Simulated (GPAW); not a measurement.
# Pt (Im-3m) in GPAW: reference runs

How does Pt come out in PBE? The cell is run as given and disturbed.

Program: GPAW 26.7.0. These are calculated values, not measurements. Logs are shortened: lines on timing, memory, paths and dates and some standing lists are left out, and cuts for length are marked. The log counts tension as positive stress, the text compression.

## 1. The crystal as given

It takes space group Im-3m (No. 229, cubic). The conventional cell has a = 3.168 Å, b = 3.168 Å, c = 3.168 Å, α = 90.00°, β = 90.00°, γ = 90.00°. Pt (site symmetry m-3m) is surrounded by 8 Pt at 2.74 Å.

This isn't the form of Pt at room conditions, which is fcc.

## 2. Single point, PBE

File run.py:

```python
from ase import Atoms
from ase.dft.bandgap import bandgap
from ase.io import write
from ase.units import Bohr, GPa
from gpaw import GPAW, PW
from gpaw.elf import elf_from_dft_calculation

atoms = Atoms(['Pt'],
              cell=[[-1.58422, 1.58422, 1.58422],
                    [1.58422, -1.58422, 1.58422],
                    [1.58422, 1.58422, -1.58422]],
              scaled_positions=[[0.0, 0.0, 0.0]],
              pbc=True)

calc = GPAW(mode=PW(600),
            xc='PBE',
            kpts={'size': (12, 12, 12), 'gamma': True},
            occupations={'name': 'fermi-dirac', 'width': 0.05},
            nbands=17,
            convergence={'density': 1e-05, 'energy': 1e-05},
            maxiter=150,
            txt='gpaw.txt')
atoms.calc = calc
energy = atoms.get_potential_energy()
forces = atoms.get_forces()
stress = atoms.get_stress()
calc.write('gs.gpw')
write('result.traj', atoms)
print(f'Energy: {energy:.6f} eV')
print('Forces (eV/A):')
print(forces.round(4))
print('Stress (GPa):', (stress / GPa).round(3))
print('Fermi level:', round(calc.get_fermi_level(), 4), 'eV')
print(f'Gap: {bandgap(calc)[0]:.4f} eV, direct: {bandgap(calc, direct=True)[0]:.4f} eV')

# fields on the real-space grid
write('density.cube', atoms, data=calc.get_pseudo_density() * Bohr**3)
write('potential.cube', atoms, data=calc.get_electrostatic_potential())
write('elf.cube', atoms, data=elf_from_dft_calculation(calc).data)
```

Potentials or basis: GPAW PAW data sets (gpaw-data 1.2.1), pw.

Run with:

```console
$ OMP_NUM_THREADS=1 python run.py
```

gpaw.txt:

```text
__  _  _
 | _ |_)|_||  |
 |__||  | ||/\| - 26.7.0

Input parameters:
  mode=PW(ecut=600.0),
  convergence={'density': 1e-05, 'energy': 1e-05},
  kpts=MonkhorstPack(size=(12, 12, 12), gamma=True),
  maxiter=150,
  nbands=17,
  occupations=Occupations(name='fermi-dirac', width=0.05),
  xc=XC(name='PBE')

Diagonalizing LCAO Hamiltonian
Converting LCAO to pw mode

       Pt

Atoms  # Å, Bohr magnetons
|   | symbol |        x |        y |        z |    initial magnetic moments |
|---|--------|----------|----------|----------|-----------------------------|
| 0 |     Pt | 0.000000 | 0.000000 | 0.000000 | ( 0.0000,  0.0000,  0.0000) |

Unit cell  # Å
| periodic |         x |         y |         z |  lengths |     angles |
|----------|-----------|-----------|-----------|----------|------------|
|      yes | -1.584220 |  1.584220 |  1.584220 | 2.743950 | 109.471221 |
|      yes |  1.584220 | -1.584220 |  1.584220 | 2.743950 | 109.471221 |
|      yes |  1.584220 |  1.584220 | -1.584220 | 2.743950 | 109.471221 |

Number of symmetries: 48
Symmetry operations  # r_c * U_cc + t_c -> r_c
|    | kind |            matrix            |
|----|------|------------------------------|
|  0 |  σ   |  1, 1, 1,  0, 0,-1,  0,-1, 0 |
|  1 |  C4  |  1, 1, 1,  0, 0,-1, -1, 0, 0 |
|  2 |  C2  |  1, 1, 1,  0,-1, 0,  0, 0,-1 |
|  3 |  S6  |  1, 1, 1,  0,-1, 0, -1, 0, 0 |
|  4 |  S6  |  1, 1, 1, -1, 0, 0,  0, 0,-1 |
|  5 |  C4  |  1, 1, 1, -1, 0, 0,  0,-1, 0 |
|  6 |  E   |  1, 0, 0,  0, 1, 0,  0, 0, 1 |
|  7 |  σ   |  1, 0, 0,  0, 1, 0, -1,-1,-1 |
|  8 |  σ   |  1, 0, 0,  0, 0, 1,  0, 1, 0 |
|  9 |  C3  |  1, 0, 0,  0, 0, 1, -1,-1,-1 |
| 10 |  C3  |  1, 0, 0, -1,-1,-1,  0, 1, 0 |
| 11 |  σ   |  1, 0, 0, -1,-1,-1,  0, 0, 1 |
| 12 |  σ   |  0, 1, 0,  1, 0, 0,  0, 0, 1 |
| 13 |  C2  |  0, 1, 0,  1, 0, 0, -1,-1,-1 |
| 14 |  C3  |  0, 1, 0,  0, 0, 1,  1, 0, 0 |
| 15 |  S4  |  0, 1, 0,  0, 0, 1, -1,-1,-1 |
| 16 |  S4  |  0, 1, 0, -1,-1,-1,  1, 0, 0 |
| 17 |  C3  |  0, 1, 0, -1,-1,-1,  0, 0, 1 |
| 18 |  C3  |  0, 0, 1,  1, 0, 0,  0, 1, 0 |
| 19 |  S4  |  0, 0, 1,  1, 0, 0, -1,-1,-1 |
| 20 |  σ   |  0, 0, 1,  0, 1, 0,  1, 0, 0 |
| 21 |  C3  |  0, 0, 1,  0, 1, 0, -1,-1,-1 |
| 22 |  C2  |  0, 0, 1, -1,-1,-1,  1, 0, 0 |
| 23 |  S4  |  0, 0, 1, -1,-1,-1,  0, 1, 0 |
| 24 |  C4  |  0, 0,-1,  1, 1, 1,  0,-1, 0 |
| 25 |  σ   |  0, 0,-1,  1, 1, 1, -1, 0, 0 |
| 26 |  S6  |  0, 0,-1,  0,-1, 0,  1, 1, 1 |
| 27 |  C2  |  0, 0,-1,  0,-1, 0, -1, 0, 0 |
| 28 |  C4  |  0, 0,-1, -1, 0, 0,  1, 1, 1 |
| 29 |  S6  |  0, 0,-1, -1, 0, 0,  0,-1, 0 |
| 30 |  S6  |  0,-1, 0,  1, 1, 1,  0, 0,-1 |
| 31 |  C4  |  0,-1, 0,  1, 1, 1, -1, 0, 0 |
| 32 |  C4  |  0,-1, 0,  0, 0,-1,  1, 1, 1 |
| 33 |  S6  |  0,-1, 0,  0, 0,-1, -1, 0, 0 |
| 34 |  σ   |  0,-1, 0, -1, 0, 0,  1, 1, 1 |
| 35 |  C2  |  0,-1, 0, -1, 0, 0,  0, 0,-1 |
| 36 |  C2  | -1, 0, 0,  1, 1, 1,  0, 0,-1 |
| 37 |  S6  | -1, 0, 0,  1, 1, 1,  0,-1, 0 |
| 38 |  S6  | -1, 0, 0,  0, 0,-1,  1, 1, 1 |
| 39 |  C2  | -1, 0, 0,  0, 0,-1,  0,-1, 0 |
| 40 |  C2  | -1, 0, 0,  0,-1, 0,  1, 1, 1 |
| 41 |  i   | -1, 0, 0,  0,-1, 0,  0, 0,-1 |
| 42 |  S4  | -1,-1,-1,  1, 0, 0,  0, 1, 0 |
| 43 |  C3  | -1,-1,-1,  1, 0, 0,  0, 0, 1 |
| 44 |  C3  | -1,-1,-1,  0, 1, 0,  1, 0, 0 |
| 45 |  σ   | -1,-1,-1,  0, 1, 0,  0, 0, 1 |
| 46 |  S4  | -1,-1,-1,  0, 0, 1,  1, 0, 0 |
| 47 |  C2  | -1,-1,-1,  0, 0, 1,  0, 1, 0 |

BZ-sampling:
  Number of BZ points: 1728
  Number of IBZ points: 72

  Monkhorst-Pack size: [12, 12, 12]
  Monkhorst-Pack shift: [0.041666666666666664, 0.041666666666666664, 0.041666666666666664]

K-points  # in reciprocal-cell coordinates
|     |                                coordinates |     weight |
|-----|--------------------------------------------|------------|
|   0 | ( -0.00000000,  -0.00000000,  -0.00000000) | 0.00057870 |
|   1 | (  0.08333333,  -0.00000000,  -0.00000000) | 0.00694444 |
|   2 | (  0.08333333,   0.08333333,  -0.08333333) | 0.00347222 |
|   3 | (  0.16666667,  -0.00000000,  -0.08333333) | 0.01388889 |
|   4 | (  0.16666667,  -0.00000000,  -0.00000000) | 0.00694444 |
|   5 | (  0.16666667,   0.08333333,  -0.08333333) | 0.01388889 |
|   6 | (  0.16666667,   0.16666667,  -0.16666667) | 0.00347222 |
|   7 | (  0.25000000,  -0.08333333,  -0.08333333) | 0.00462963 |
|   8 | (  0.25000000,  -0.00000000,  -0.08333333) | 0.02777778 |
|   9 | (  0.25000000,  -0.00000000,  -0.00000000) | 0.00694444 |
| ... |                                            |            |
|  71 | (  0.50000000,   0.50000000,   0.50000000) | 0.00057870 |

Plane wave coefficients: 555
Cutoff: 600.0 eV

Spin-components: 1 (collinear spins)
Bands:           17
Projectors:      6
Spin-degeneracy: 2
Datatype:        complex128

Density:
  Valence electrons: 16.0
  Components: 1
  Grid points: [16 16 16]
  Charge: 0.0  # |e|

Potential:
  Grid points: [16 16 16]

species:
  Pt:
    name:    Platinum
    Z:       78.0
    valence: 16
    core:    62
    charge:  0.0  # [|e|]
    compensation charges:
      type: gauss
      rc: 0.41  # [Å]
      lmax: 2
    cutoffs:
      filter: 2.26  # [Å]
      core: 2.26  # [Å]
    projectors
    | kind |    occ | energy [eV] | rcut [Å] |
    |------|--------|-------------|----------|
    |   6s |  1.000 |      -5.628 |    1.307 |
    |   5p |  6.000 |     -56.051 |    1.371 |
    |   6p |  0.000 |      -0.845 |    1.371 |
    |   5d |  9.000 |      -6.153 |    1.307 |
    |    s |        |      21.583 |    1.307 |
    |    d |        |      21.058 |    1.307 |

    Using partial waves for Pt as LCAO basis

Reference energy: -500375.362767  # eV

eigensolver:
  PPCG
  Converge bands: occupied
  niter=2

density mixing:
  MSR1-Mixer
  Pratt-step length: 0.05
  Maximum mixing coefficient: 0.75
  Old densities: 10
  SVD Regularization: 0.005
  Good broyden scale: 1.0
  Trust region scale: 1.0
  Backstep threshold: 4.0
  History deletion threshold: 6.0
  Fourier metric: weight=20.0, sigma=0.015

occupation numbers:
  Fermi-Dirac:
    width: 0.0500  # eV

poisson solver:
  ecut: 4800.0  # eV

xc functional:
[... 9 lines left out ...]
|iter     | |      energy | eigst |  dens |
|---------|-|-------------|-------|-------|
|iter:   1| |   -6.766354 | +0.01 |       |
|iter:   2| |   -6.681629 | -2.98 | -1.21 |
|iter:   3| |   -6.364099 | -2.25 | -1.26 |
|iter:   4| |   -6.362666 | -3.79 | -2.26 |
|iter:   5| |   -6.362806 | -3.49 | -2.50 |
|iter:   6| |   -6.362815c| -5.89 | -3.59 |
|iter:   7| |   -6.362819c| -6.25 | -3.78 |
|iter:   8| |   -6.362819c| -7.59c| -4.93 |
|iter:   9| |   -6.362819c| -8.10c| -5.45c|

Converged in 9 steps
Energy contributions relative to reference atoms: (reference = -500375.362767)

Energy contributions:
  Kinetic:          -8.384153
  Coulomb:           6.249402
  Zero:             -0.546330
  External:          0.000000
  Xc:               -3.678558
  Entropy:          -0.006359
  Spinorbit:         0.000000
  ----------------------------
  Free energy:      -6.365998
  Extrapolated:     -6.362819

dipole moment: (-5.398088, -5.398088, -5.398088)  # |e|*Ang

Fermi level: 10.835
Eigenvalues  # (at kpt = [-0.000, -0.000, -0.000])
| band index |      eig [eV] | occ [0-2] |
|------------|---------------|-----------|
|          0 |       -41.262 |     2.000 |
|          1 |       -41.262 |     2.000 |
|          2 |       -41.262 |     2.000 |
|          3 |         1.580 |     2.000 |
|          4 |         7.491 |     2.000 |
|          5 |         7.491 |     2.000 |
[... 9 lines left out ...]
|         15 |        38.958 |     0.000 |
|         16 |        38.958 |     0.000 |

No gap
No difference between direct/indirect transitions

Forces  # eV/Ang
|       x |       y |       z |
|---------|---------|---------|
| 0.00000 | 0.00000 | 0.00000 |  # Pt   0

Stress tensor  # eV/Ang^3
|        x |        y |        z |
|----------|----------|----------|
| 0.010911 | 0.000000 | 0.000000 |
| 0.000000 | 0.010911 | 0.000000 |
| 0.000000 | 0.000000 | 0.010911 |

# Writing to gs.gpw (mode='')
```

Run time: 9.9 s. Hardware: 1 thread of Arm Neoverse V2, shared host; peak memory 0.14 GiB.

Results:

```yaml
Free_energy: -6.3660 eV
Pressure: -1.7 GPa
Band_gap_on_the_k_mesh: none (metal or under the smearing width)
```

Levels at points of the mesh, in eV from the Fermi level:
```
           k point  band 6  band 7  band 8  band 9  band 10  band 11
(0.00, 0.00, 0.00)   -3.34   -3.34   -0.93   -0.93    17.63    17.63
(0.50, 0.50, 0.00)   -1.10   -0.61    0.40    1.09     6.40    13.56
(0.50, 0.50, 0.50)    0.58    0.58    0.58    7.84     7.84     7.84
```

## 3. Single point, PBE (cell strained at random at fixed volume)

File run.py:

```python
from ase.dft.bandgap import bandgap
from ase.io import read, write
from ase.units import GPa
from gpaw import GPAW, PW

atoms = read('Pt.xyz')

calc = GPAW(mode=PW(600),
            xc='PBE',
            kpts={'size': (12, 12, 12), 'gamma': True},
            occupations={'name': 'fermi-dirac', 'width': 0.05},
            nbands=17,
            convergence={'density': 1e-05, 'energy': 1e-05},
            maxiter=150,
            txt='gpaw.txt')
atoms.calc = calc
energy = atoms.get_potential_energy()
forces = atoms.get_forces()
stress = atoms.get_stress()
calc.write('gs.gpw')
write('result.traj', atoms)
print(f'Energy: {energy:.6f} eV')
print('Forces (eV/A):')
print(forces.round(4))
print('Stress (GPa):', (stress / GPa).round(3))
print('Fermi level:', round(calc.get_fermi_level(), 4), 'eV')
print(f'Gap: {bandgap(calc)[0]:.4f} eV, direct: {bandgap(calc, direct=True)[0]:.4f} eV')
```

File Pt.xyz:

```xyz
1
Lattice="-1.5179230000 1.6125670000 1.5726580000 1.5843750000 -1.5912150000 1.6177570000 1.5235780000 1.5968700000 -1.5513060000" Properties=species:S:1:pos:R:3 pbc="T T T"
Pt    -0.0143738738     -0.0256926876     -0.0143279034
```

Potentials or basis: GPAW PAW data sets (gpaw-data 1.2.1), pw.

Run with:

```console
$ OMP_NUM_THREADS=1 python run.py
```

gpaw.txt:

```text
__  _  _
 | _ |_)|_||  |
 |__||  | ||/\| - 26.7.0

Input parameters:
  mode=PW(ecut=600.0),
  convergence={'density': 1e-05, 'energy': 1e-05},
  kpts=MonkhorstPack(size=(12, 12, 12), gamma=True),
  maxiter=150,
  nbands=17,
  occupations=Occupations(name='fermi-dirac', width=0.05),
  xc=XC(name='PBE')

Diagonalizing LCAO Hamiltonian
Converting LCAO to pw mode

       Pt

Atoms  # Å, Bohr magnetons
|   | symbol |         x |         y |         z |    initial magnetic moments |
|---|--------|-----------|-----------|-----------|-----------------------------|
| 0 |     Pt | -0.014374 | -0.025693 | -0.014328 | ( 0.0000,  0.0000,  0.0000) |

Unit cell  # Å
| periodic |         x |         y |         z |  lengths |     angles |
|----------|-----------|-----------|-----------|----------|------------|
|      yes | -1.517923 |  1.612567 |  1.572658 | 2.716195 | 110.680174 |
|      yes |  1.584375 | -1.591215 |  1.617757 | 2.767553 | 107.285607 |
|      yes |  1.523578 |  1.596870 | -1.551306 | 2.697746 | 108.833673 |

Number of symmetries: 1
Symmetry operations  # r_c * U_cc + t_c -> r_c
|   | kind |            matrix            |
|---|------|------------------------------|
| 0 |  E   |  1, 0, 0,  0, 1, 0,  0, 0, 1 |

BZ-sampling:
  Number of BZ points: 1728
  Number of IBZ points: 868

  Monkhorst-Pack size: [12, 12, 12]
  Monkhorst-Pack shift: [0.041666666666666664, 0.041666666666666664, 0.041666666666666664]

K-points  # in reciprocal-cell coordinates
|     |                                coordinates |     weight |
|-----|--------------------------------------------|------------|
|   0 | ( -0.00000000,  -0.00000000,  -0.00000000) | 0.00057870 |
[... 65 lines left out ...]
  Pratt-step length: 0.05
  Maximum mixing coefficient: 0.75
  Old densities: 10
  SVD Regularization: 0.005
  Good broyden scale: 1.0
  Trust region scale: 1.0
  Backstep threshold: 4.0
  History deletion threshold: 6.0
  Fourier metric: weight=20.0, sigma=0.015

occupation numbers:
  Fermi-Dirac:
    width: 0.0500  # eV

poisson solver:
  ecut: 4800.0  # eV

xc functional:
[... 9 lines left out ...]
|iter     | |      energy | eigst |  dens |
|---------|-|-------------|-------|-------|
|iter:   1| |   -6.754090 | +0.02 |       |
|iter:   2| |   -6.669145 | -2.98 | -1.21 |
|iter:   3| |   -6.351971 | -2.25 | -1.26 |
|iter:   4| |   -6.350574 | -3.79 | -2.26 |
|iter:   5| |   -6.350782 | -3.49 | -2.50 |
|iter:   6| |   -6.350794 | -5.87 | -3.58 |
|iter:   7| |   -6.350796c| -6.30 | -3.78 |
|iter:   8| |   -6.350796c| -7.96c| -4.60 |
|iter:   9| |   -6.350796c| -8.01c| -5.15c|

Converged in 9 steps
Energy contributions relative to reference atoms: (reference = -500375.362767)

Energy contributions:
  Kinetic:          -8.140776
  Coulomb:           6.042184
  Zero:             -0.547450
  External:          0.000000
  Xc:               -3.701317
  Entropy:          -0.006874
  Spinorbit:         0.000000
  ----------------------------
  Free energy:      -6.354233
  Extrapolated:     -6.350796

dipole moment: (5.307775, 5.315864, 5.470884)  # |e|*Ang

Fermi level: 10.861
Eigenvalues  # (at kpt = [-0.000, -0.000, -0.000])
| band index |      eig [eV] | occ [0-2] |
|------------|---------------|-----------|
|          0 |       -41.271 |     2.000 |
|          1 |       -41.258 |     2.000 |
|          2 |       -41.252 |     2.000 |
|          3 |         1.580 |     2.000 |
|          4 |         7.126 |     2.000 |
|          5 |         7.536 |     2.000 |
[... 9 lines left out ...]
|         15 |        38.593 |     0.000 |
|         16 |        40.248 |     0.000 |

No gap
No difference between direct/indirect transitions

Forces  # eV/Ang
|       x |       y |       z |
|---------|---------|---------|
| 0.00001 | 0.00003 | 0.00001 |  # Pt   0

Stress tensor  # eV/Ang^3
|        x |        y |        z |
|----------|----------|----------|
| 0.016522 | 0.000932 | 0.036216 |
| 0.000932 | 0.000896 | 0.012407 |
| 0.036216 | 0.012407 | 0.005952 |

# Writing to gs.gpw (mode='')
```

stdout:

```text
Energy: -6.350796 eV
Forces (eV/A):
[[0. 0. 0.]]
Stress (GPa): [2.647 0.144 0.954 1.988 5.802 0.149]
Fermi level: 10.8609 eV
Gap: 0.0000 eV, direct: 0.0000 eV
```

Wall time 2.2 min (1 thread of Arm Neoverse V1, shared host); peak memory 0.33 GiB.

Results:

```
Free energy            : -6.3542 eV
Pressure               : -1.2 GPa
Band gap on the k mesh : none (metal or under the smearing width)
```

The run has no spin-orbit coupling, so splittings on Pt are missing.
